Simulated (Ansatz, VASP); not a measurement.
# Sb: VASP beside Ansatz

```
Sb
1.0
     0.00000    3.24481    3.24481
     3.24481    0.00000    3.24481
     3.24481    3.24481    0.00000
Sb
2
Direct
  0.50000 0.50000 0.50000
  0.75000 0.75000 0.75000
```

Alike in both runs: task single point; functional PBE; k mesh 6 × 6 × 6; occupations gaussian, width 0.1 eV; no spin polarisation.

```csv
,VASP,Ansatz
version,VASP 6.6.1,Ansatz 0.2.0
potentials or method,"VASP PAW PBE potentials, release 64 (Sb)","scalar-relativistic, plane waves, PAW"
plane-wave cutoff (eV),520,420
valence electrons in the cell,10,30
```

```csv
,VASP,Ansatz,Ansatz less VASP
gap on the k mesh at the Fermi level (eV),none,none,-
pressure (GPa),11.9,11.7,-0.18
```

A gap of «none» marks a metal or a gap that the smearing closes. The functional is the same, so the differences come from potentials, cutoffs and numerics. The two sets of potentials don't hold the same shells in valence.

Spin-orbit coupling is left out, which matters for the levels of Sb.
